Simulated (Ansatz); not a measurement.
## Moving the Hubbard U on Mn d in MnS

Space group R-3m:H (No. 166). a = 3.660 Å, b = 3.660 Å, c = 8.913 Å, α = 90.00°, β = 90.00°, γ = 120.00°
```csv
atom,site,symmetry,x,y,z
Mn,3a,-3m,0.0000,0.0000,0.0000
S,3b,-3m,0.3333,0.6667,0.1667
```

The cell is a database's computed one, not the measured one.

Kept alike: task single point; functional PBEsol; k mesh 9 × 9 × 9; occupations fermi-dirac, width 0.05 eV; collinear spin, antiferromagnetic start. Program: Ansatz, Ansatz PAW, cutoff 420 eV. The mesh is that of the run's cell of 4 atoms. No spin-orbit coupling.

```tsv
Hubbard U on Mn d, U (eV)	pressure (GPa)	largest site moment (μB)
0	-5.79	4.10
2	-1.68	4.27
3	0.00	4.33
4	1.54	4.38
5	?	?
6	4.27	4.46
```

Pressure is positive in compression, with a Pulay correction for the finite cutoff. How U acts hangs on the program's projectors. The runs hold the magnetic state that their start led to, which needn't be the lowest. Site moments count inside each atom's sphere or projector. All rows use potentials made for PBE. U is the effective U - J on orthogonalised atomic projectors. Double counting: fully localised limit (the default).

Question: Fit the rows shown and predict the run at 5 eV.

Answer: A least-squares parabola through the rows shown is pressure = -0.08548 U² + 2.1829 U - 5.769 (largest miss 0.065); at U = 5 it gives 3.01 GPa. A least-squares parabola through the rows shown is largest site moment = -0.0056 U² + 0.0931 U + 4.102 (largest miss 0.005); at U = 5 it gives 4.43 μB. The run gave: pressure 2.95 GPa; largest site moment 4.42 μB.
